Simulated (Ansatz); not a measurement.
Here is an Ansatz input file for BN, space group Cc. Write the same calculation for the Python package.

```yaml
crystal:
  lattice:
    - [1.64382, -4.71554, 0.0]
    - [1.64382, 4.71554, 0.0]
    - [-1.19293, 0.0, 4.18174]
  atoms:
    - { symbol: B, position: [0.43439999999999995, 0.56643, 0.0002] }
    - { symbol: B, position: [0.56643, 0.43439999999999995, 0.5002] }
    - { symbol: B, position: [0.17699999999999996, 0.5642, 0.49182] }
    - { symbol: B, position: [0.5642, 0.17699999999999994, 0.9918199999999999] }
    - { symbol: "N", position: [0.3857400000000001, 0.7783400000000001, 0.84078] }
    - { symbol: "N", position: [0.7783400000000001, 0.3857400000000001, 0.34078] }
    - { symbol: "N", position: [0.37990999999999997, 0.5117899999999999, 0.32109] }
    - { symbol: "N", position: [0.51179, 0.3799100000000001, 0.82109] }
basis:
  ecutwfc: 462.593566181796
kpoints:
  mp_grid:
    grid: [6, 6, 4]
  band_path:
    path:
      - [0.0, 0.0, 0.0]
      - [-0.5, 0.5, 0.0]
      - [-0.5, 0.5, 0.5]
      - [0.0, 0.0, 0.5]
      - [0.0, 0.0, 0.0]
    npoints: 8
hamiltonian:
  xc: lda
scf:
  max_iter: 55
  n_extra_bands: 8
  convergence:
    dr2_threshold: 1.0e-07
  occupations:
    method: fixed
output:
  eigenvalues: true
```

The script, `bands_bn.py`:
```python
# -*- coding: utf-8 -*-
"""Bands of BN along a path through the zone."""

import ansatz as az
import matplotlib.pyplot as plt
import numpy as np
from pymatgen.core import Lattice, Structure
from pymatgen.core import Structure
from pymatgen.io.ase import AseAtomsAdaptor
from pymatgen.symmetry.analyzer import SpacegroupAnalyzer


def main():
    pmg_structure = Structure(
        Lattice([(1.64382, -4.71554, 0.0), (1.64382, 4.71554, 0.0), (-1.19293, 0.0, 4.18174)]),
        ["B", "B", "B", "B", "N", "N", "N", "N"],
        [
            (0.4344, 0.56643, 0.0002),
            (0.56643, 0.4344, 0.5002),
            (0.177, 0.5642, 0.49182),
            (0.5642, 0.177, 0.99182),
            (0.38574, 0.77834, 0.84078),
            (0.77834, 0.38574, 0.34078),
            (0.37991, 0.51179, 0.32109),
            (0.51179, 0.37991, 0.82109),
        ],
    )
    structure = az.Crystal.from_ase(AseAtomsAdaptor.get_atoms(pmg_structure))

    # high-symmetry points in fractions of the reciprocal vectors
    path = [
        ("G", (0.0, 0.0, 0.0)),
        ("Y", (-0.5, 0.5, 0.0)),
        ("M", (-0.5, 0.5, 0.5)),
        ("A", (0.0, 0.0, 0.5)),
        ("G", (0.0, 0.0, 0.0)),
    ]
    base = (
        structure.calculation()
        .functional("lda")
        .basis(34 * az.Ry)
        .kpoints(6, 6, 4)
        .occupations("fixed")
        .scf(tolerance=1e-07, max_iterations=55)
        .band_structure([point for _, point in path], intervals=8)
        .scf(extra_bands=8)
        .band_table()
    )
    session = base.session()
    planned = session.plan(threads=1)
    result = planned.execute()
    data = result.report

    print(f"free energy      {data['free_energy_ev']:.5f} eV")
    print(f"per atom         {data['free_energy_ev'] / len(result.lattice.sites):.5f} eV")
    print(f"SCF iterations   {data['n_iterations']}  (converged: {data['converged']})")

    fermi = data["fermi_energy_ev"]
    print("levels less the Fermi level (eV) at the first k-points (first spin channel where there are two)")
    for k, levels in list(zip(data["kpoints_frac"], data["eigenvalues_ev"]))[:4]:
        print("k = ({:.3f}, {:.3f}, {:.3f})".format(*k))
        print("   ", " ".join(f"{e - fermi:.3f}" for e in levels))

    final = Structure(result.lattice.cell_ang, [s.symbol for s in result.lattice.sites], [s.position_frac for s in result.lattice.sites])
    analyser = SpacegroupAnalyzer(final, symprec=0.01)
    standard = analyser.get_conventional_standard_structure()
    print(analyser.get_crystal_system(), analyser.get_space_group_symbol(), len(standard), "atoms in the conventional cell")
    print("a b c (A):", [round(x, 4) for x in standard.lattice.abc], " angles:", [round(x, 2) for x in standard.lattice.angles])
    print(f"mass density {float(final.density):.3f} g/cm^3")

    bands = result.band_structure()
    fermi = bands.fermi_energy_ev
    print(f"zero of the bands: {fermi:.3f} eV, the Fermi level found on the SCF mesh")
    reciprocal = 2 * np.pi * np.linalg.inv(result.lattice.cell_ang).T
    steps = np.linalg.norm(np.diff(bands.kpoints_frac @ reciprocal, axis=0), axis=1)
    distance = np.concatenate([[0], np.cumsum(steps)])
    fig, ax = plt.subplots(figsize=(5, 4))
    for channel, colour in zip(bands.channels, ("C0", "C3")):
        ax.plot(distance, channel.eigenvalues_ev - fermi, colour, lw=1)
    ax.set_xticks(distance[::8], [label for label, _ in path])
    ax.set(ylim=(-8, 8), ylabel="E - E_F (eV)", xlim=(0, distance[-1]))
    ax.grid(axis="x")
    fig.savefig("bands.png", dpi=100)
    first = bands.channels[0].eigenvalues_ev - fermi
    near = np.argsort(np.abs(first.mean(axis=0)))[:4]
    for band in sorted(near):
        print(f"band {band + 1}: {first[:, band].min():.3f} to {first[:, band].max():.3f} eV")


if __name__ == "__main__":
    main()
```

Running `python bands_bn.py` prints:
```text
free energy      -2103.88795 eV
per atom         -262.98599 eV
SCF iterations   7  (converged: True)
levels less the Fermi level (eV) at the first k-points (first spin channel where there are two)
k = (0.000, 0.000, 0.000)
    -17.910 -14.647 -14.640 -14.509 -9.118 -7.859 -7.658 -6.300 -5.827 -4.310 -2.960 -2.667 -1.745 -0.826 -0.636 -0.491 3.426 4.979 5.851 5.873 9.187 10.144 10.834 11.549
k = (0.000, 0.000, 0.250)
    -17.587 -15.368 -14.571 -14.534 -8.654 -8.408 -7.743 -5.451 -5.054 -4.265 -3.129 -2.853 -2.531 -0.863 -0.605 -0.562 3.441 4.671 6.497 6.623 8.662 9.808 10.745 11.057
k = (0.000, 0.000, -0.500)
    -16.663 -16.663 -14.487 -14.487 -8.967 -8.967 -5.400 -5.400 -4.678 -4.678 -3.717 -3.717 -1.610 -1.610 -0.602 -0.602 3.962 3.962 7.263 7.263 8.876 8.876 10.577 10.577
k = (0.000, 0.167, 0.000)
    -17.712 -14.983 -14.554 -14.269 -8.986 -7.958 -7.436 -6.456 -5.632 -4.565 -3.671 -3.114 -2.034 -1.558 -0.916 -0.085 4.047 5.398 5.874 7.084 8.761 10.050 10.827 11.193
monoclinic Cc 16 atoms in the conventional cell
a b c (A): [3.2876, 9.4311, 4.3486]  angles: [90.0, 105.92, 90.0]
mass density 2.543 g/cm^3
zero of the bands: 5.988 eV, the Fermi level found on the SCF mesh
band 13: -2.773 to -1.610 eV
band 14: -1.856 to -0.783 eV
band 15: -0.662 to -0.363 eV
band 16: -0.662 to -0.294 eV
```

Total energies depend on the potentials; only differences at equal settings carry meaning. With fixed filling the reported Fermi level is the top filled level among the k-points of the SCF. This cell is a computed structure, which may not be the phase found in nature. Gaps and levels are Kohn-Sham values on a finite set of k-points. Hardware and time: 15 s on 1 thread of Arm Neoverse V1 (shared host), peak memory 0.46 GiB.

(Lines on the test bed's own set-up are left out of the output.)
